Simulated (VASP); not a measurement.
# BP (F-43m) in VASP: a series of runs, part 2 of 2

VASP 6.6.1.

**3. G0W0 quasiparticle levels, PBE**

POSCAR

```
BP
1.0
    0.0000000000      2.2690000000      2.2690000000
    2.2690000000      0.0000000000      2.2690000000
    2.2690000000      2.2690000000      0.0000000000
P B
1 1
Direct
    0.7500000000      0.7500000000      0.7500000000
    0.0000000000      0.0000000000      0.0000000000
```

INCAR.step1

```
SYSTEM = BP
PREC     = Accurate       ! precision mode
ENCUT    = 450            ! plane-wave cutoff, eV
EDIFF    = 1E-8           ! SCF threshold, eV
ISMEAR   = 0              ! smearing method
SIGMA    = 0.01           ! smearing width, eV
LREAL    = .FALSE.        ! projectors in reciprocal space
LASPH    = .TRUE.         ! aspherical terms in the spheres
NELM     = 100            ! most SCF steps
ALGO     = Normal         ! electronic algorithm
LWAVE    = .TRUE.         ! write WAVECAR
LCHARG   = .FALSE.        ! write CHGCAR
GGA      = PE             ! functional
```

INCAR.step2

```
SYSTEM = BP
PREC     = Accurate       ! precision mode
ENCUT    = 450            ! plane-wave cutoff, eV
EDIFF    = 1E-8           ! SCF threshold, eV
ISMEAR   = 0              ! smearing method
SIGMA    = 0.01           ! smearing width, eV
LREAL    = .FALSE.        ! projectors in reciprocal space
LASPH    = .TRUE.         ! aspherical terms in the spheres
NELM     = 1              ! most SCF steps
ALGO     = Exact          ! electronic algorithm
LWAVE    = .TRUE.         ! write WAVECAR
LCHARG   = .FALSE.        ! write CHGCAR
GGA      = PE             ! functional
NBANDS   = 60             ! bands
LOPTICS  = .TRUE.         ! frequency-dependent dielectric function
ISTART   = 1
```

INCAR.step3

```
SYSTEM = BP
PREC     = Accurate       ! precision mode
ENCUT    = 450            ! plane-wave cutoff, eV
EDIFF    = 1E-8           ! SCF threshold, eV
ISMEAR   = 0              ! smearing method
SIGMA    = 0.01           ! smearing width, eV
LREAL    = .FALSE.        ! projectors in reciprocal space
LASPH    = .TRUE.         ! aspherical terms in the spheres
ALGO     = EVGW0          ! electronic algorithm
LWAVE    = .FALSE.        ! write WAVECAR
LCHARG   = .FALSE.        ! write CHGCAR
GGA      = PE             ! functional
NELMGW   = 1            
NBANDS   = 60             ! bands
ENCUTGW  = 100            ! cutoff of the response function
NOMEGA   = 48             ! frequency points
PRECFOCK = Fast         
ISTART   = 1            
NBANDSGW = 12
```

KPOINTS

```
regular mesh
0
G
  3 3 3
  0 0 0
```

Potentials or basis: VASP PAW PBE potentials, release 64 (P_GW, B_GW).

Launch:

```
> cat potpaw_PBE.64/P_GW/POTCAR potpaw_PBE.64/B_GW/POTCAR > POTCAR
> cp INCAR.step1 INCAR
> mpirun -np 1 vasp_std > vasp.out
> cp INCAR.step2 INCAR
> mpirun -np 1 vasp_std > vasp.out
> cp INCAR.step3 INCAR
> mpirun -np 1 vasp_std > vasp.out
```

OUTCAR:

```text
SYSTEM = BP
   PREC = Accurate
   ENCUT = 450
   EDIFF = 1E-8
   ISMEAR = 0
   LREAL = .FALSE.
   LASPH = .TRUE.
   GGA = PE
   NELMGW = 1
   ENCUTGW = 100
   PRECFOCK = Fast
   ISTART = 1

 Found      4 irreducible k-points:

 Following reciprocal coordinates:
            Coordinates               Weight
  0.000000  0.000000  0.000000      1.000000
  0.333333  0.000000  0.000000      8.000000
  0.333333  0.333333  0.000000      6.000000
 -0.333333  0.333333  0.000000     12.000000
   k-points           NKPTS =      4   k-points in BZ     NKDIM =     27   number of bands    NBANDS=     60
   number of dos      NEDOS =    301   number of ions     NIONS =      2
   total plane-waves  NPLWV =  13824
   dimension x,y,z NGX =    24 NGY =   24 NGZ =   24
   dimension x,y,z NGXF=    48 NGYF=   48 NGZF=   48
   ions per type =               1   1
   NGX,Y,Z   is equivalent  to a cutoff of  12.43, 12.43, 12.43 a.u.
   NGXF,Y,Z  is equivalent  to a cutoff of  24.87, 24.87, 24.87 a.u.
 SYSTEM =  BP
   PREC   = accura    normal or accurate (medium, high low for compatibility)
   ISTART =      1    job   : 0-new  1-cont  2-samecut
   ICHARG =      0    charge: 1-file 2-atom 10-const
   ISPIN  =      1    spin polarized calculation?
   LNONCOLLINEAR =      F non collinear calculations
   LSORBIT =      F    spin-orbit coupling
   LASPH  =      T    aspherical Exc in radial PAW
   ENCUT  =  450.0 eV  33.07 Ry    5.75 a.u.   5.55  5.55  5.55*2*pi/ulx,y,z
   NELM   =     60;   NELMIN=  2; NELMDL=  0     # of ELM steps
   EDIFF  = 0.1E-07   stopping-criterion for ELM
   LREAL  =      F    real-space projection
   EDIFFG = 0.1E-06   stopping-criterion for IOM
   NSW    =      0    number of steps for IOM
   IBRION =     -1    ionic relax: 0-MD 1-quasi-New 2-CG
   NFREE  =      0    steps in history (QN), initial steepest desc. (CG)
   ISIF   =      0    stress and relaxation
   ISYM   =      3    0-nonsym 1-usesym 2-fastsym
   POTIM  = 0.5000    time-step for ionic-motion
   TEBEG  =    0.0;   TEEND  =   0.0 temperature during run
   PSTRESS=    0.0 pullay stress
   NELECT =       8.0000    total number of electrons
   NUPDOWN=      -1.0000    fix difference up-down
   EMIN   =  10.00;   EMAX   =-10.00  energy-range for DOS
   EFERMI =   0.00;   METHOD = LEGACY
   ISMEAR =     0;   SIGMA  =   0.01  broadening in eV -4-tet -1-fermi 0-gaus
   EFERMI_NEDOS =   21; number of points for ismear=-14 and -15
   IALGO  =     38    algorithm
   IMIX   =      4    mixing-type and parameters
     AMIX     =   0.40;   BMIX     =  1.00
     AMIX_MAG =   1.60;   BMIX_MAG =  1.00
  volume/ion in A,a.u.               =      11.68        78.83
  Fermi-wavevector in a.u.,A,eV,Ry     =   1.145320  2.164342 17.847562  1.311759
  Thomas-Fermi vector in A             =   2.282009
   LORBIT       =      0    0 simple, 1 ext, 2 COOP (PROOUT), +10 PAW based schemes
   GGA     = PE    functional components
   LHFCALC =     T    Hartree Fock is set to
   PRECFOCK=fast      Normal, Fast or Accurate (Low or Medium for compatibility)
   ENCUT4O =  -1.0   cutoff for four orbital integrals eV
   NKREDX  =     1    reduce k-point grid by
   NKREDY  =     1    reduce k-point grid by
   NKREDZ  =     1    reduce k-point grid by
   AEXX    =    1.0000 exact exchange contribution
   HFSCREEN=    0.0000 screening length (either q_TF or 0.3 A-1)
   HFSCREENC=   0.0000 screening length for correlation (either q_TF or 0.3 A-1)
   ENCUTFOCK=  -1.0 apply spherical cutoff to Coloumb kernel
   IVDW    =     0    specifies the selected vdW correction
   LEPSILON=     F    determine dielectric tensor
   LRPA    =     F    only Hartree local field effects (RPA)
   LRPAFORCE           =     F    calculate RPA forces
   ENCUTGW             = 100.0    cutoff for response function in eV
   ENCUTGWSOFT         =  80.0    soft cutoff for Coulomb kernel in GW response function in eV
   ENCUTLF             =  -1.0    cutoff for local field effects
   NELMGW              =     1    number of iterations in solving QP/BSE equation
   NELMHF              =     1    number of iterations in the inner HF iteration
   NKREDLFX            =     1    NKREDLFY  =   1   NKREDLFZ  =   1
 non-spin polarized calculation
 Gauss-broadening in eV      SIGMA  =   0.01
  energy-cutoff  :      450.00
  volume of cell :       23.36
 maximum number of plane-waves:       531
 NGX is ok and might be reduce to    24
  NGX = 14; NGY = 14; NGZ = 14
   NGX = 11   NGY = 11   NGZ = 11
 maximum number of plane-waves:        59
 NGX is ok and might be reduce to    14

 QP shifts <psi_nk| G(iteration)W_0 |psi_nk>: iteration 1
 for sc-GW calculations column KS-energies equals QP-energies in previous step
 and V_xc(KS)=  KS-energies - (<T + V_ion + V_H > + <T+V_H+V_ion>^1  + <V_x>^1)

 k-point   1 :       0.0000    0.0000    0.0000
  band No.  KS-energies  QP-energies   sigma(KS)   V_xc(KS)     V^pw_x(r,r')   Z            occupation Imag(sigma)

      1      -8.2562      -8.9527     -13.0016     -12.0443     -20.4104       0.7277       2.0000       1.4809
      2       7.2423       6.9393     -13.7167     -13.3323     -15.6940       0.7881       2.0000       0.0873
      3       7.2423       6.9393     -13.7167     -13.3323     -15.6940       0.7881       2.0000       0.0873
      4       7.2423       6.9393     -13.7167     -13.3323     -15.6940       0.7881       2.0000       0.0873
      5      10.5996      11.0795     -11.4410     -12.0587      -6.6990       0.7770       0.0000      -0.1047
      6      10.5996      11.0795     -11.4410     -12.0587      -6.6990       0.7770       0.0000      -0.1047
      7      10.5996      11.0795     -11.4410     -12.0587      -6.6990       0.7770       0.0000      -0.1047
      8      14.6211      15.1679     -12.0280     -12.7388      -5.8616       0.7693       0.0000      -0.2564
      9      18.7364      18.6713      -9.4285      -9.3455      -3.2088       0.7850       0.0000      -0.3950
     10      19.2001      19.8188     -10.9447     -11.7529      -4.8887       0.7655       0.0000      -0.2664
     11      19.2001      19.8188     -10.9447     -11.7529      -4.8887       0.7655       0.0000      -0.2664
     12      22.8563      23.0237      -9.6555      -9.8669      -2.7229       0.7920       0.0000      -0.7764

 k-point   2 :       0.3333    0.0000    0.0000
  band No.  KS-energies  QP-energies   sigma(KS)   V_xc(KS)     V^pw_x(r,r')   Z            occupation Imag(sigma)

      1      -6.3381      -7.0028     -13.1669     -12.2494     -19.8743       0.7245       2.0000       1.1059
      2       0.4812      -0.1096     -12.9808     -12.1915     -16.7983       0.7486       2.0000       0.2818
      3       5.7643       5.3859     -13.5423     -13.0562     -15.8315       0.7784       2.0000       0.1008
      4       5.7643       5.3859     -13.5423     -13.0562     -15.8315       0.7784       2.0000       0.1008
      5      11.1127      11.5154     -11.5669     -12.0845      -6.5521       0.7781       0.0000      -0.1188
      6      12.0497      12.5426     -11.1980     -11.8323      -6.1150       0.7772       0.0000      -0.1266
      7      12.0497      12.5426     -11.1980     -11.8323      -6.1150       0.7772       0.0000      -0.1266
      8      17.3386      17.6619     -10.5429     -10.9706      -3.9912       0.7559       0.0000      -0.3575
      9      19.0046      19.5014     -10.7948     -11.4359      -4.5850       0.7749       0.0000      -0.3695
     10      19.0046      19.5014     -10.7948     -11.4359      -4.5850       0.7749       0.0000      -0.3695
     11      20.6568      20.8565     -10.2428     -10.5014      -3.6857       0.7719       0.0000      -0.4773
     12      24.9945      25.3859     -10.7759     -11.2976      -3.3551       0.7504       0.0000      -0.7914

 k-point   3 :       0.3333    0.3333    0.0000
  band No.  KS-energies  QP-energies   sigma(KS)   V_xc(KS)     V^pw_x(r,r')   Z            occupation Imag(sigma)

      1      -5.6621      -6.3598     -13.2156     -12.2893     -19.6316       0.7532       2.0000       1.0075
      2       1.6264       1.0700     -13.6334     -12.9007     -17.2483       0.7594       2.0000       0.2467
      3       3.7285       3.2420     -13.2055     -12.5712     -16.0353       0.7669       2.0000       0.1344
      4       3.7285       3.2420     -13.2055     -12.5712     -16.0353       0.7669       2.0000       0.1344
      5       8.5793       8.8238     -10.7475     -11.0563      -6.2808       0.7918       0.0000      -0.0892
      6      10.4955      10.7117     -10.1849     -10.4579      -5.2513       0.7916       0.0000      -0.1062
      7      16.8164      17.5349     -11.8144     -12.7487      -5.5689       0.7691       0.0000      -0.3182
      8      16.8164      17.5349     -11.8144     -12.7487      -5.5689       0.7691       0.0000      -0.3182
      9      20.8930      21.5176     -11.8216     -12.6458      -4.7080       0.7579       0.0000      -0.5621
     10      21.8821      22.5455     -11.0537     -11.9044      -4.3625       0.7800       0.0000      -0.5360
     11      24.4353      24.8257     -10.7166     -11.2334      -3.5072       0.7555       0.0000      -0.7319
     12      26.9735      27.5588     -11.2622     -12.0371      -3.5594       0.7553       0.0000      -1.1226

 k-point   4 :      -0.3333    0.3333    0.0000
  band No.  KS-energies  QP-energies   sigma(KS)   V_xc(KS)     V^pw_x(r,r')   Z            occupation Imag(sigma)

      1      -3.8247      -4.4118     -13.5103     -12.7142     -19.3027       0.7374       2.0000       0.7438
      2      -0.6121      -1.2791     -13.4052     -12.5124     -17.8964       0.7472       2.0000       0.4120
      3       0.8718       0.2568     -12.4354     -11.6314     -15.7545       0.7650       2.0000       0.2187
      4       4.1665       3.6975     -13.3030     -12.6946     -16.0028       0.7708       2.0000       0.1272
      5       9.8351      10.1009     -10.5734     -10.9091      -5.8143       0.7916       0.0000      -0.1018
      6      15.4335      15.8770     -11.0198     -11.5956      -5.2861       0.7702       0.0000      -0.2248
      7      15.7422      16.4026     -11.4829     -12.3392      -5.3371       0.7711       0.0000      -0.2880
      8      16.9753      17.5734     -11.6990     -12.4877      -5.3046       0.7583       0.0000      -0.3315
      9      17.6280      18.1971     -11.3934     -12.1376      -5.1107       0.7646       0.0000      -0.3271
     10      18.8698      19.3532     -10.7484     -11.3649      -4.7725       0.7841       0.0000      -0.3475
     11      25.9044      26.4466     -11.3488     -12.0791      -3.4867       0.7425       0.0000      -0.9107
     12      27.2862      27.4608      -9.9231     -10.1504      -2.6179       0.7680       0.0000      -0.9604
```

It used 9.9 s of CPU time on 1 thread of Intel(R) Xeon(R) Platinum 8559C (Emerald Rapids) (shared host), which was overloaded at the time.

The run converged, but some of its settings lie outside the range that counts as converged, so its numbers aren't taken as properties of the crystal.

What came out:

| Property | Result |
| --- | --- |
| Band gap on the k mesh, mean-field level | 1.34 eV, indirect (least direct gap 3.36 eV) |
| Quasiparticle gap | 1.88 eV |
| Least direct quasiparticle gap | 4.14 eV |

Caveat: the k mesh is coarse (spacing up to 0.80 Å⁻¹), so the values aren't converged; bands, screening cutoff and mesh are small and nothing is extrapolated, so the quasiparticle values aren't converged; an odd mesh through Γ misses points on the zone boundary, where band edges often lie.
